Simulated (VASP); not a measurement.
**Relaxed cell of BeTe: a test of cutoff and mesh**

How far does the relaxed cell of BeTe depend on cutoff and k mesh? The starting structure is a computed structure from the Materials Project. The first relaxation on each setting starts from this cell expanded by 3 % in volume.

Method: Kohn-Sham DFT with plane waves and PAW; PBEsol, in VASP 6.6.1.

### 1. Starting point

The structure is cubic, space group F-43m (No. 216). Conventional cell: a = 5.663 Å, b = 5.663 Å, c = 5.663 Å, α = 90.00°, β = 90.00°, γ = 90.00°. Te has 4 Be at 2.45 Å nearest. Nearest to Be lie 4 Te at 2.45 Å. Farther neighbours and most contacts between anions are not listed.

Coordinates:

```
Te Be
1.0
     0.00000    2.83146    2.83146
     2.83146    0.00000    2.83146
     2.83146    2.83146    0.00000
Te Be
1 1
Direct
  0.25000 0.25000 0.25000
  0.00000 0.00000 0.00000
```

### 2. Reference relaxation

This run starts from the cell of an earlier relaxation, which isn't shown; the restart sets up the plane waves anew.

Contents of INCAR:

```
SYSTEM = BeTe
PREC = Accurate
ENCUT = 450
EDIFF = 1E-06
NELM = 100
ISMEAR = 0
SIGMA = 0.03
LREAL = .FALSE.
ALGO = Normal
GGA = PS
NBANDS = 10
LORBIT = 11
LWAVE = .FALSE.
LCHARG = .FALSE.
KPAR = 2
IBRION = 2
NSW = 50
ISIF = 3
EDIFFG = -0.004
```

Contents of POSCAR:

```
BeTe
1.0
    0.0000000000      2.8067884888      2.8067884888
    2.8067884888      0.0000000000      2.8067884888
    2.8067884888      2.8067884888      0.0000000000
Te Be
1 1
Direct
    0.2500000000      0.2500000000      0.2500000000
    0.0000000000      0.0000000000      0.0000000000
```

Contents of KPOINTS:

```
Automatic mesh
0
Gamma
6 6 6
0 0 0
```

Potentials, in the order of the species: Te and Be (PBE family, release 64).

Run with:

```sh
$ mpirun -np 2 vasp_std
```

The log of the run:

```text
[banner, memory and clock lines left out]
running    2 mpi-ranks, on    1 nodes
 distrk:  each k-point on    1 cores,    2 groups
 distr:  one band on    1 cores,    1 groups

 POSCAR found type information on POSCAR TeBe
 POSCAR found :  2 types and       2 ions
|                                                                             |
|               ----> ADVICE to this user running VASP <----                  |
|                                                                             |
|     You enforced a specific xc type in the INCAR file but a different       |
|     [... a line on the potential file left out ...]
|     I HOPE YOU KNOW WHAT YOU ARE DOING!                                     |
|                                                                             |

 LDA part: xc-table for (Slater+PW92), standard interpolation
 POSCAR, INCAR and KPOINTS ok, starting setup
 FFT: planning ... GRIDC
 FFT: planning ... GRID_SOFT
 FFT: planning ... GRID
 WAVECAR not read
 entering main loop
       N       E                     dE             d eps       ncg     rms          rms(c)
DAV:   1     0.164836289986E+02    0.16484E+02   -0.29526E+03   320   0.555E+02
DAV:   2    -0.747087754555E+01   -0.23955E+02   -0.22806E+02   430   0.881E+01
DAV:   3    -0.834340029157E+01   -0.87252E+00   -0.87139E+00   422   0.193E+01
DAV:   4    -0.835192048545E+01   -0.85202E-02   -0.85196E-02   384   0.218E+00
DAV:   5    -0.835209739939E+01   -0.17691E-03   -0.17691E-03   428   0.280E-01    0.399E+00
DAV:   6    -0.824577922649E+01    0.10632E+00   -0.10295E-01   364   0.135E+00    0.239E+00
DAV:   7    -0.820832905620E+01    0.37450E-01   -0.10091E-01   366   0.145E+00    0.414E-01
DAV:   8    -0.820839147177E+01   -0.62416E-04   -0.48702E-03   364   0.426E-01    0.855E-02
DAV:   9    -0.820849842807E+01   -0.10696E-03   -0.18234E-04   392   0.906E-02    0.233E-02
DAV:  10    -0.820851288475E+01   -0.14457E-04   -0.30421E-05   372   0.278E-02    0.116E-02
DAV:  11    -0.820851351076E+01   -0.62601E-06   -0.82659E-07   378   0.617E-03
   1 F= -.82085135E+01 E0= -.82085135E+01  d E =-.820851E+01
 curvature:   0.00 expect dE= 0.000E+00 dE for cont linesearch  0.000E+00
 trial: gam= 0.00000 g(F)=  0.148E-47 g(S)=  0.196E-05 ort = 0.000E+00 (trialstep = 0.100E+01)
 search vector abs. value=  0.196E-05
 reached required accuracy - stopping structural energy minimisation
```

Wall time 4 s (2 MPI ranks of AMD EPYC 7R43, shared host); peak memory 0.24 GiB.

Lines that name or quote the potential files are left out of all logs, and their timing lines are given in words.

Parts of OUTCAR (step 2):

```text
ion  position               nearest neighbor table
   1  0.250  0.250  0.250-   2 2.43   2 2.43   2 2.43   2 2.43
   2  0.000  0.000  0.000-   1 2.43   1 2.43   1 2.43   1 2.43

  LATTYP: Found a face centered cubic cell.
 ALAT       =     5.6135769776

 Subroutine GETGRP returns: Found 24 space group operations
 (whereof 24 operations were pure point group operations)

The static configuration has the point symmetry T_d .

 Found     16 irreducible k-points:

   k-points           NKPTS =     16   k-points in BZ     NKDIM =     16   number of bands    NBANDS=     10

   dimension x,y,z NGX =    28 NGY =   28 NGZ =   28
   dimension x,y,z NGXF=    56 NGYF=   56 NGZF=   56

   ENCUT  =  450.0 eV  33.07 Ry    5.75 a.u.   6.87  6.87  6.87*2*pi/ulx,y,z

   NELECT =       8.0000    total number of electrons

 k-points in reciprocal lattice and weights: Automatic mesh
   0.00000000  0.00000000  0.00000000       0.005
   0.16666667  0.00000000  0.00000000       0.037
   0.33333333  0.00000000  0.00000000       0.037
   0.50000000  0.00000000  0.00000000       0.019
   0.16666667  0.16666667  0.00000000       0.028
   0.33333333  0.16666667  0.00000000       0.111
   0.50000000  0.16666667  0.00000000       0.111
  -0.33333333  0.16666667  0.00000000       0.111
  -0.16666667  0.16666667  0.00000000       0.056
[...]
-0.33333333  0.33333333  0.16666667       0.111
  -0.33333333  0.50000000  0.16666667       0.056

 average (electrostatic) potential at core
       1 -88.5125       2 -34.7890

 E-fermi :   5.2525

 k-point     1 :       0.0000    0.0000    0.0000
  band No.  band energies     occupation
      1      -7.2820      2.00000
      2       5.1163      2.00000
      3       5.1163      2.00000
      4       5.1163      2.00000
      5       8.7043      0.00000
      6       8.7043      0.00000
      7       8.7043      0.00000
      8       8.9175      0.00000
      9      13.3195      0.00000
    ...

 k-point     2 :       0.1667    0.0000    0.0000
  band No.  band energies     occupation
      1      -7.0187      2.00000
      2       3.0841      2.00000
      3       4.7294      2.00000
      4       4.7294      2.00000
      5       8.5568      0.00000
      6       9.2541      0.00000
      7       9.2541      0.00000
      8      10.9087      0.00000
      9      13.9300      0.00000
    ...

 k-point     3 :       0.3333    0.0000    0.0000
  band No.  band energies     occupation
      1      -6.3583      2.00000
      2       0.5831      2.00000
      3       4.1803      2.00000
      4       4.1803      2.00000
      5       8.2814      0.00000
      6       9.7033      0.00000
      7       9.7033      0.00000
      8      12.7942      0.00000
      9      14.3978      0.00000
    ...

  Total        0.0052108      0.0052108      0.0052108     -0.0000000      0.0000000     -0.0000000
  in kB        0.1887787      0.1887787      0.1887787     -0.0000000      0.0000000     -0.0000000
  external PRESSURE =       0.1887787 kB  Pullay stress =       0.0000000 kB

  energy-cutoff  :      450.00
  volume of cell :       44.22
      direct lattice vectors                 reciprocal lattice vectors
     0.000000000  2.806788489  2.806788489    -0.178139536  0.178139536  0.178139536
     2.806788489  0.000000000  2.806788489     0.178139536 -0.178139536  0.178139536
     2.806788489  2.806788489  0.000000000     0.178139536  0.178139536 -0.178139536

 POSITION                                       TOTAL-FORCE (eV/Angst)
 -----------------------------------------------------------------------------------
      1.40339      1.40339      1.40339         0.000000      0.000000      0.000000
      0.00000      0.00000      0.00000        -0.000000     -0.000000     -0.000000
 -----------------------------------------------------------------------------------
    total drift:                                0.000000      0.000000      0.000000

  FREE ENERGIE OF THE ION-ELECTRON SYSTEM (eV)
  ---------------------------------------------------
  free  energy   TOTEN  =        -8.2085135108 eV

  energy  without entropy=       -8.2085135108  energy(sigma->0) =       -8.20851351

 reached required accuracy - stopping structural energy minimisation

 total charge
# of ion       s       p       d       tot
------------------------------------------
    1        1.332   2.143   0.033   3.509
    2        0.372   0.579   0.000   0.951
--------------------------------------------------
tot          1.705   2.722   0.033   4.460

[... 3 further parts left out ...]
```

CONTCAR:

```
BeTe
   1.00000000000000
     0.0000000000000000    2.8067884888000001    2.8067884888000001
     2.8067884888000001    0.0000000000000000    2.8067884888000001
     2.8067884888000001    2.8067884888000001    0.0000000000000000
  Te              Be
     1     1
Direct
     0.2500000000000000    0.2500000000000000    0.2500000000000000
     0.0000000000000000    0.0000000000000000    0.0000000000000000
```

The PAW data sets were made with PBE, which is usual practice but a small mismatch for other functionals. The run keeps the 24 symmetry operations of its start, so it cannot find a distortion of lower symmetry.

The reference relaxation ends at 22.112 Å³ an atom.

### 3. Relaxation with a cutoff of 250 eV

Against step 2 the input has ENCUT = 250. This run starts from the cell of an earlier relaxation, which isn't shown; the restart sets up the plane waves anew.

Changes to INCAR since step 2:

```diff
@@ -2,3 +2,3 @@
 PREC = Accurate
-ENCUT = 450
+ENCUT = 250
 EDIFF = 1E-06
```

Contents of POSCAR:

```
BeTe
1.0
    0.0000000000      2.8068128415      2.8068128415
    2.8068128415      0.0000000000      2.8068128415
    2.8068128415      2.8068128415      0.0000000000
Te Be
1 1
Direct
    0.2500000000      0.2500000000      0.2500000000
    0.0000000000      0.0000000000      0.0000000000
```

KPOINTS is that of step 2.

Run with:

```sh
$ mpirun -np 2 vasp_std
```

The log of the run:

```text
[banner, memory and clock lines left out]
running    2 mpi-ranks, on    1 nodes
[...]
[... a notice as in an earlier step ...]

 LDA part: xc-table for (Slater+PW92), standard interpolation
 POSCAR, INCAR and KPOINTS ok, starting setup
[...]
entering main loop
       N       E                     dE             d eps       ncg     rms          rms(c)
DAV:   1     0.935374697824E+01    0.93537E+01   -0.22315E+03   328   0.366E+02
DAV:   2    -0.780816339008E+01   -0.17162E+02   -0.16829E+02   450   0.685E+01
DAV:   3    -0.834398774261E+01   -0.53582E+00   -0.53522E+00   392   0.136E+01
DAV:   4    -0.834921204372E+01   -0.52243E-02   -0.52241E-02   412   0.153E+00
[...]
DAV:   9    -0.820629879107E+01   -0.10435E-03   -0.17245E-04   396   0.838E-02    0.210E-02
DAV:  10    -0.820631161098E+01   -0.12820E-04   -0.27699E-05   364   0.254E-02    0.114E-02
DAV:  11    -0.820631234928E+01   -0.73830E-06   -0.79587E-07   386   0.579E-03
   1 F= -.82063123E+01 E0= -.82063123E+01  d E =-.820631E+01
[...]
reached required accuracy - stopping structural energy minimisation
```

The job ended after 2.4 s (2 MPI ranks; peak memory 0.17 GiB).

Parts of OUTCAR (step 3):

```text
  Total        0.0007582      0.0007582      0.0007582      0.0000000      0.0000000      0.0000000
  in kB        0.0274665      0.0274665      0.0274665      0.0000000      0.0000000      0.0000000
  external PRESSURE =       0.0274665 kB  Pullay stress =       0.0000000 kB

 POSITION                                       TOTAL-FORCE (eV/Angst)
 -----------------------------------------------------------------------------------
      1.40341      1.40341      1.40341        -0.000000     -0.000000     -0.000000
      0.00000      0.00000      0.00000         0.000000      0.000000      0.000000
 -----------------------------------------------------------------------------------
    total drift:                                0.000001      0.000001      0.000000

  FREE ENERGIE OF THE ION-ELECTRON SYSTEM (eV)
  ---------------------------------------------------
  free  energy   TOTEN  =        -8.2063123493 eV

  energy  without entropy=       -8.2063123493  energy(sigma->0) =       -8.20631235

[... 2 parts as in an earlier step ...]

[... 2 further parts left out ...]
[key lines of the parts left out:]
E-fermi :   5.2541
```

With a cutoff of 250 eV the cell ends at 22.113 Å³ an atom, +0.00 % from the reference.

### 4. Relaxation with a 4×4×4 mesh

Against step 2 the input has a 4×4×4 mesh. This run starts from the cell of an earlier relaxation, which isn't shown; the restart sets up the plane waves anew.

Changes to INCAR since step 3:

```diff
@@ -2,3 +2,3 @@
 PREC = Accurate
-ENCUT = 250
+ENCUT = 450
 EDIFF = 1E-06
```

Contents of POSCAR:

```
BeTe
1.0
    0.0000000000      2.8134012798      2.8134012798
    2.8134012798      0.0000000000      2.8134012798
    2.8134012798      2.8134012798      0.0000000000
Te Be
1 1
Direct
    0.2500000000      0.2500000000      0.2500000000
    0.0000000000      0.0000000000      0.0000000000
```

Contents of KPOINTS:

```
Automatic mesh
0
Gamma
4 4 4
0 0 0
```

Run with:

```sh
$ mpirun -np 2 vasp_std
```

The log of the run:

```text
[... set-up lines as in an earlier step ...]
 entering main loop
       N       E                     dE             d eps       ncg     rms          rms(c)
DAV:   1     0.175832084030E+02    0.17583E+02   -0.32651E+03   160   0.590E+02
DAV:   2    -0.735126429221E+01   -0.24934E+02   -0.24470E+02   222   0.878E+01
DAV:   3    -0.826664864383E+01   -0.91538E+00   -0.91367E+00   206   0.199E+01
DAV:   4    -0.827465136230E+01   -0.80027E-02   -0.80021E-02   206   0.216E+00
[...]
DAV:   9    -0.813210785274E+01   -0.12384E-03   -0.17929E-04   188   0.892E-02    0.215E-02
DAV:  10    -0.813212496644E+01   -0.17114E-04   -0.30458E-05   184   0.287E-02    0.117E-02
DAV:  11    -0.813212560923E+01   -0.64279E-06   -0.82276E-07   182   0.624E-03
   1 F= -.81321256E+01 E0= -.81321256E+01  d E =-.813213E+01
[...]
reached required accuracy - stopping structural energy minimisation
```

Wall time 3.4 s (2 MPI ranks); peak memory 0.23 GiB; 5.4 s of CPU time.

From OUTCAR (step 4):

```text
  Total        0.0056967      0.0056967      0.0056967      0.0000000      0.0000000      0.0000000
  in kB        0.2049314      0.2049314      0.2049314      0.0000000      0.0000000      0.0000000
  external PRESSURE =       0.2049314 kB  Pullay stress =       0.0000000 kB

 POSITION                                       TOTAL-FORCE (eV/Angst)
 -----------------------------------------------------------------------------------
      1.40670      1.40670      1.40670        -0.000000     -0.000000     -0.000000
      0.00000      0.00000      0.00000         0.000000      0.000000      0.000000
 -----------------------------------------------------------------------------------
    total drift:                                0.000000      0.000000      0.000000

  FREE ENERGIE OF THE ION-ELECTRON SYSTEM (eV)
  ---------------------------------------------------
  free  energy   TOTEN  =        -8.1321256092 eV

  energy  without entropy=       -8.1321256092  energy(sigma->0) =       -8.13212561

[... 1 part as in an earlier step ...]

[... 3 further parts left out ...]
[key lines of the parts left out:]
E-fermi :   5.1918
```

With a 4×4×4 mesh the cell ends at 22.269 Å³ an atom, +0.71 % from the reference.

(Continued in part 2 of 2.)

[Lines on the potential files, build, host, timing and source positions are cut from VASP's logs without a mark.]

[Logs are printed without paths, hosts, clocks, repeated set-up lines and the standing remarks that a program may print on its own settings, such as how far it seeks lower states.]

[Hosts, paths, dates, database ids (printed as entryN), source tags and the programs' standing remarks are cut or masked in the printed files.]
